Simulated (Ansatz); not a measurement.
# Zone-centre modes in ZnO

Computed with DFT PBE, scalar-relativistic, plane waves, PAW (Ansatz 0.2.0). The runs took a 420 eV cutoff, a Γ-centred 6×6×8 mesh and Gaussian smearing (0.05 eV). No spin polarisation.

Reference structure (relaxed at this level; this form isn't the usual structure):

```yaml
crystal:
  lattice:
    - [5.60847, 0.00000, 0.00000]
    - [0.00000, 5.60847, 0.00000]
    - [0.00000, 0.00000, 3.27912]
  atoms:
    - { symbol: Zn, position: [0.18168, 0.18168, 0.50000] }
    - { symbol: Zn, position: [0.81832, 0.81832, 0.50000] }
    - { symbol: Zn, position: [0.68168, 0.31832, 0.00000] }
    - { symbol: Zn, position: [0.31832, 0.68168, 0.00000] }
    - { symbol: O, position: [0.81843, 0.18157, 0.50000] }
    - { symbol: O, position: [0.18157, 0.81843, 0.50000] }
    - { symbol: O, position: [0.68157, 0.68157, 0.00000] }
    - { symbol: O, position: [0.31843, 0.31843, 0.00000] }
```

Harmonic modes by finite displacements of 0.02 Å, without the LO–TO term.

At this geometry, is the structure stable against these modes?

Yes: no mode is imaginary beyond 10 cm⁻¹, and only the three translations lie near zero.

List the wavenumbers in cm⁻¹.

0, 0, 0, 53, 82, 82, 127, 153, 157, 204, 204, 262, 276, 335, 335, 410, 412, 436, 436, 461, 461, 461, 481, 550.

Cost: 1 run of about 4 core-minutes, on Arm Neoverse V2 (shared hosts).